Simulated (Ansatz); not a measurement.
# Pb: single point with PBE

Pb:

```
Pb
1.0
    -1.97966    1.97966    1.97966
     1.97966   -1.97966    1.97966
     1.97966    1.97966   -1.97966
Pb
1
Cartesian
  0.0000 0.0000 0.0000
```

This isn't the form of Pb at room conditions, which is fcc.

```
Program             : Ansatz 0.2.0
Task                : single point
Functional          : PBE
Potentials or basis : Ansatz PAW
Cutoff              : 420 eV (not typed: the program's choice for these potentials)
k mesh              : 9 × 9 × 9
Occupations         : gaussian, width 0.019 eV
Spin                : no spin polarisation
```

| Quantity | Value |
| --- | --- |
| Pressure | 0.7 GPa |
| Band gap on the k mesh | none (metal or under the smearing width) |

Levels at points of the mesh, in eV from the Fermi level:
```csv
k point,band 3,band 4,band 5,band 6,band 7,band 8,band 9,band 10,band 11
"(0.00, 0.00, 0.00)",-17.26,-17.04,-17.04,-11.73,7.31,7.31,7.31,10.93,10.93
```

Wall time 0.44 s on 2 threads of Arm Neoverse V2, with other jobs on the host, peak memory 0.27 GiB.

Spin-orbit coupling is left out, which matters for the levels of Pb.
